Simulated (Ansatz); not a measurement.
The system is CuO.

```xyz
4
Lattice="3.1755 0.0000 0.0000 0.0000 3.1755 0.0000 0.0000 0.0000 4.6495" Properties=species:S:1:pos:R:3 pbc="T T T"
Cu    0.0000    0.0000    0.0000
Cu    1.5877    1.5877    0.0000
O     1.5877    0.0000    1.2414
O     0.0000    1.5877    3.4081
```

The cell was built by a generator and needn't be a form met in nature.

Program: Ansatz 0.2.0. Alike in all runs: potentials or basis Ansatz PAW; no spin polarisation; cell as given; k mesh 8 × 8 × 6; smearing fermi-dirac 0.05 eV.

Order these runs on this cell by their pressure, lowest first.
A. level RPBE; cutoff (eV) 420; points for each segment of the path 14
B. level LDA; cutoff (eV) 420
C. level PBE+U; U Cu d U = 5.3 eV; cutoff (eV) 420; points for each segment of the path 14; hubbard projectors ortho-atomic (the default); double counting fll (the default)
D. level PBE; cutoff (eV) 300
E. level r2SCAN+U; U Cu d U = 5.3 eV; cutoff (eV) 500; points for each segment of the path 14; hubbard projectors ortho-atomic (the default); double counting fll (the default)

B (3.9 GPa), E (12.6 GPa), D (16.0 GPa), C (19.0 GPa), A (21.5 GPa).

Caveats: the run has no spin polarisation, though such a crystal can be magnetic; the PAW data sets come from PBE, with cores solved anew for the run's functional, which leaves a small shift of forces and pressure (some runs); U without spin polarisation on a metal has little footing (some runs); so large a pressure means that the cell lies far from this level's equilibrium, or that cutoff or potentials fall short (some runs); the pressure holds a Pulay correction of +36.9 GPa for the finite cutoff (some runs).
